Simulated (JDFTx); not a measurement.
KBr:

```xyz
2
Lattice="0.0000 3.3000 3.3000 3.3000 0.0000 3.3000 3.3000 3.3000 0.0000" Properties=species:S:1:pos:R:3 pbc="T T T"
Br    3.3000    3.3000    3.3000
K     0.0000    0.0000    0.0000
```

Base run:

```yaml
Program: JDFTx 1.7.0 (patched build)
Functional: PBEsol
Potentials_or_basis: PseudoDojo-SR-PBEsol-0.4.1-standard with smoothed tails
Cutoff: 1007 eV
Density_cutoff: 8055 eV
k_mesh: 7 × 7 × 7
Occupations: fermi-dirac, width 0.05 eV
Spin: no spin polarisation
```

Its results: band gap on the k mesh 4.28 eV, direct; pressure -0.3 GPa.

Problem. The run is repeated on the same cell with these changes: functional from PBEsol to LDA; potentials or basis from PseudoDojo-SR-PBEsol-0.4.1-standard with smoothed tails to PseudoDojo-SR-LDA-0.4.1-standard with smoothed tails; cutoff from 1007 eV to 980 eV; density cutoff from 8055 eV to 7837 eV. What comes out?

Solution. Band gap on the k mesh 4.03 eV, direct; pressure -1.7 GPa.

Caveats: the empty levels aren't tightly converged.

